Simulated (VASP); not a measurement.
# ZnS (F-43m) in VASP: a series of runs, part 2 of 2

VASP 6.6.1.

## Step 3: Band structure, TB-mBJ

Contents of POSCAR:

```
ZnS
1.0
    0.0000000000      2.7020000000      2.7020000000
    2.7020000000      0.0000000000      2.7020000000
    2.7020000000      2.7020000000      0.0000000000
Zn S
1 1
Direct
    0.7500000000      0.7500000000      0.7500000000
    0.0000000000      0.0000000000      0.0000000000
```

Contents of INCAR.step1:

```
SYSTEM = ZnS
PREC = Accurate
ENCUT = 520
EDIFF = 1E-5
ISMEAR = 0
SIGMA = 0.02
LREAL = .FALSE.
LASPH = .TRUE.
NELM = 100
ALGO = Normal
ISIF = 2
LWAVE = .TRUE.
LCHARG = .FALSE.
NBANDS = 16
GGA = PE
```

Contents of INCAR.step2:

```
SYSTEM = ZnS
PREC = Accurate
ENCUT = 520
EDIFF = 1E-6
ISMEAR = 0
SIGMA = 0.02
LREAL = .FALSE.
LASPH = .TRUE.
NELM = 100
ALGO = Normal
ISIF = 2
LWAVE = .FALSE.
LCHARG = .FALSE.
METAGGA = MBJ
NBANDS = 16
ISTART = 1
```

Contents of KPOINTS:

```
Automatic mesh
0
G
  10 10 10
  0 0 0
```

Contents of KPOINTS_OPT:

```
path GXWKGLUWLK,UX
10
line-mode
reciprocal
 0.0000000000  0.0000000000  0.0000000000  G
 0.5000000000  0.0000000000  0.5000000000  X

 0.5000000000  0.0000000000  0.5000000000  X
 0.5000000000  0.2500000000  0.7500000000  W

 0.5000000000  0.2500000000  0.7500000000  W
 0.3750000000  0.3750000000  0.7500000000  K

 0.3750000000  0.3750000000  0.7500000000  K
 0.0000000000  0.0000000000  0.0000000000  G

 0.0000000000  0.0000000000  0.0000000000  G
 0.5000000000  0.5000000000  0.5000000000  L

 0.5000000000  0.5000000000  0.5000000000  L
 0.6250000000  0.2500000000  0.6250000000  U

 0.6250000000  0.2500000000  0.6250000000  U
 0.5000000000  0.2500000000  0.7500000000  W

 0.5000000000  0.2500000000  0.7500000000  W
 0.5000000000  0.5000000000  0.5000000000  L

 0.5000000000  0.5000000000  0.5000000000  L
 0.3750000000  0.3750000000  0.7500000000  K

 0.6250000000  0.2500000000  0.6250000000  U
 0.5000000000  0.0000000000  0.5000000000  X
```

Potentials or basis: VASP PAW PBE potentials, release 64 (Zn, S).

The run is started by

```
$ cat potpaw_PBE.64/Zn/POTCAR potpaw_PBE.64/S/POTCAR > POTCAR
$ cp INCAR.step1 INCAR
$ mpirun -np 1 vasp_std > vasp.out
$ cp INCAR.step2 INCAR
$ mpirun -np 1 vasp_std > vasp.out
```

OUTCAR:

```text
SYSTEM = ZnS
   PREC = Accurate
   ENCUT = 520
   EDIFF = 1E-6
   ISMEAR = 0
   LREAL = .FALSE.
   LASPH = .TRUE.
   NELM = 100
   ISIF = 2
   METAGGA = MBJ
   ISTART = 1

 ion  position               nearest neighbor table
   1  0.750  0.750  0.750-   2 2.34   2 2.34   2 2.34   2 2.34
   2  0.000  0.000  0.000-   1 2.34   1 2.34   1 2.34   1 2.34

  LATTYP: Found a face centered cubic cell.
 ALAT       =     5.4040000000

  Lattice vectors:

 A1 = (   0.0000000000,   2.7020000000,   2.7020000000)
 A2 = (   2.7020000000,   0.0000000000,   2.7020000000)
 A3 = (   2.7020000000,   2.7020000000,   0.0000000000)

Analysis of symmetry for initial positions (statically):
=====================================================================
 Subroutine PRICEL returns:
 Original cell was already a primitive cell.

 Routine SETGRP: Setting up the symmetry group for a
 face centered cubic supercell.

 Subroutine GETGRP returns: Found 24 space group operations
 (whereof 24 operations were pure point group operations)
 out of a pool of 48 trial point group operations.

[... 162 lines left out ...]

 E-fermi :   2.4030     XC(G=0):  -8.8841

 val. band max:        2.3215947043   @ k =   0.0000   0.0000   0.0000
 cond. band min:       6.0170344305   @ k =   0.0000   0.0000   0.0000
 fundamental gap:      3.6954397262
 Fermi energy:         2.4030403977

 k-point     1 :       0.0000    0.0000    0.0000
  band No.  band energies     occupation
      1     -10.7011      2.00000
      2      -3.5439      2.00000
      3      -3.5439      2.00000
      4      -3.5432      2.00000
      5      -2.9194      2.00000
      6      -2.9194      2.00000
[... 433 lines left out ...]
      3      -3.2908      2.00000
      4      -3.2720      2.00000
      5      -2.9129      2.00000
      6      -2.8669      2.00000
[... 8 lines left out ...]
     15      16.2621      0.00000
     16      19.3537      0.00000

 [... further k-points ...]

------------------------ aborting loop because EDIFF is reached ----------------------------------------

  FORCE on cell =-STRESS in cart. coord.  units (eV):
  Direction    XX          YY          ZZ          XY          YZ          ZX
  --------------------------------------------------------------------------------------
  -------------------------------------------------------------------------------------
  Total      -92.9103961    -92.9103961    -92.9103961      0.0000000      0.0000000      0.0000000
  in kB    -3773.0178883  -3773.0178883  -3773.0178883      0.0000000      0.0000000      0.0000000
  external PRESSURE =   -3773.0178883 kB  Pullay stress =       0.0000000 kB

 VOLUME and BASIS-vectors are now :
 -----------------------------------------------------------------------------
  energy-cutoff  :      520.00
  volume of cell :       39.45
      direct lattice vectors                 reciprocal lattice vectors
     0.000000000  2.702000000  2.702000000    -0.185048113  0.185048113  0.185048113
     2.702000000  0.000000000  2.702000000     0.185048113 -0.185048113  0.185048113
     2.702000000  2.702000000  0.000000000     0.185048113  0.185048113 -0.185048113

 POSITION                                       TOTAL-FORCE (eV/Angst)
 -----------------------------------------------------------------------------------
      4.05300      4.05300      4.05300         0.000000      0.000000      0.000000
      0.00000      0.00000      0.00000        -0.000000     -0.000000     -0.000000
 -----------------------------------------------------------------------------------
    total drift:                                0.000459      0.000459      0.000459

  FREE ENERGIE OF THE ION-ELECTRON SYSTEM (eV)
  ---------------------------------------------------
  free  energy   TOTEN  =       131.3868696458 eV

  energy  without entropy=      131.3868696458  energy(sigma->0) =      131.38686965
```

OUTCAR.step1:

```text
SYSTEM = ZnS
   PREC = Accurate
   ENCUT = 520
   EDIFF = 1E-5
   ISMEAR = 0
   LREAL = .FALSE.
   LASPH = .TRUE.
[... 678 lines left out ...]
      4.05300      4.05300      4.05300         0.000000     -0.000000     -0.000000
      0.00000      0.00000      0.00000        -0.000000      0.000000      0.000000
 -----------------------------------------------------------------------------------
    total drift:                                0.000001      0.000001      0.000001

  FREE ENERGIE OF THE ION-ELECTRON SYSTEM (eV)
  ---------------------------------------------------
  free  energy   TOTEN  =        -6.8473199011 eV

  energy  without entropy=       -6.8473199011  energy(sigma->0) =       -6.84731990
```

OSZICAR.step1:

```text
N       E                     dE             d eps       ncg     rms          rms(c)
DAV:   1     0.820021373526E+02    0.82002E+02   -0.85514E+03  1504   0.133E+03
DAV:   2    -0.214159548176E+01   -0.84144E+02   -0.78586E+02  1728   0.256E+02
DAV:   3    -0.722709088652E+01   -0.50855E+01   -0.50624E+01  1880   0.591E+01
DAV:   4    -0.727404552718E+01   -0.46955E-01   -0.46945E-01  1824   0.606E+00
DAV:   5    -0.727453294321E+01   -0.48742E-03   -0.48740E-03  1896   0.587E-01    0.686E+00
DAV:   6    -0.686789378479E+01    0.40664E+00   -0.73576E-01  2272   0.300E+01    0.536E+00
DAV:   7    -0.684764098586E+01    0.20253E-01   -0.24991E-01  1776   0.450E+00    0.274E+00
DAV:   8    -0.684691606646E+01    0.72492E-03   -0.50888E-03  1960   0.863E-01    0.721E-01
DAV:   9    -0.684715813976E+01   -0.24207E-03   -0.12444E-03  1856   0.281E-01    0.956E-02
DAV:  10    -0.684732927018E+01   -0.17113E-03   -0.23667E-04  1840   0.128E-01    0.475E-02
DAV:  11    -0.684731990108E+01    0.93691E-05   -0.32154E-05  1720   0.678E-02
   1 F= -.68473199E+01 E0= -.68473199E+01  d E =-.185111E-25
```

It took 3.9 min on 1 thread of AMD EPYC 7R43 (Zen 3), shared host; peak memory 0.16 GiB.

Results:

* Band gap on the k mesh: 3.70 eV, direct
* Band gap along the path: 3.70 eV, direct

Levels at the corners of the path, in eV from the valence-band top:
| point | band 6 | band 7 | band 8 | band 9 | band 10 | band 11 | band 12 | band 13 |
| --- | --- | --- | --- | --- | --- | --- | --- | --- |
| Γ | -5.24 | 0.00 | 0.00 | 0.00 | 3.70 | 7.57 | 7.57 | 7.58 |
| X | -5.07 | -4.00 | -2.01 | -2.01 | 4.57 | 5.30 | 12.19 | 13.48 |
| X | -5.07 | -4.00 | -2.01 | -2.01 | 4.57 | 5.30 | 12.19 | 13.48 |
| W | -4.92 | -4.03 | -2.42 | -2.42 | 6.63 | 7.26 | 9.09 | 9.15 |
| W | -4.92 | -4.03 | -2.42 | -2.42 | 6.63 | 7.26 | 9.09 | 9.15 |
| K | -4.97 | -4.07 | -2.76 | -1.62 | 5.32 | 7.06 | 10.35 | 10.83 |
| K | -4.97 | -4.07 | -2.76 | -1.62 | 5.32 | 7.06 | 10.35 | 10.83 |
| Γ | -5.24 | 0.00 | 0.00 | 0.00 | 3.70 | 7.57 | 7.57 | 7.58 |
| Γ | -5.24 | 0.00 | 0.00 | 0.00 | 3.70 | 7.57 | 7.57 | 7.58 |
| L | -5.09 | -4.77 | -0.78 | -0.78 | 4.73 | 7.96 | 7.96 | 10.13 |
| L | -5.09 | -4.77 | -0.78 | -0.78 | 4.73 | 7.96 | 7.96 | 10.13 |
| U | -4.97 | -4.07 | -2.76 | -1.62 | 5.32 | 7.06 | 10.35 | 10.83 |
| U | -4.97 | -4.07 | -2.76 | -1.62 | 5.32 | 7.06 | 10.35 | 10.83 |
| W | -4.92 | -4.03 | -2.42 | -2.42 | 6.63 | 7.26 | 9.09 | 9.15 |
| W | -4.92 | -4.03 | -2.42 | -2.42 | 6.63 | 7.26 | 9.09 | 9.15 |
| L | -5.09 | -4.77 | -0.78 | -0.78 | 4.73 | 7.96 | 7.96 | 10.13 |
| L | -5.09 | -4.77 | -0.78 | -0.78 | 4.73 | 7.96 | 7.96 | 10.13 |
| K | -4.97 | -4.07 | -2.76 | -1.62 | 5.32 | 7.06 | 10.35 | 10.83 |
| U | -4.97 | -4.07 | -2.76 | -1.62 | 5.32 | 7.06 | 10.35 | 10.83 |
| X | -5.07 | -4.00 | -2.01 | -2.01 | 4.57 | 5.30 | 12.19 | 13.48 |

Caveat: the PAW data sets were made with another functional, which shifts forces and pressure a little.

## Step 4: Against experiment

Step 2. Measured gap of ZnS: 3.85 eV (direct; 19 K; quoted in “Electronic, vibrational, and thermodynamic properties of ZnS (zincblende and rocksalt structure)”, 2009, arxiv:0911.5022). This calculation gives 2.67 eV (-1.18 eV). The value is that of r2SCAN, without temperature or zero-point motion.

Step 3. Measured gap of ZnS: 3.85 eV (direct; 19 K; quoted in “Electronic, vibrational, and thermodynamic properties of ZnS (zincblende and rocksalt structure)”, 2009, arxiv:0911.5022). This calculation gives 3.70 eV (-0.15 eV). The value is that of TB-mBJ, without temperature or zero-point motion.
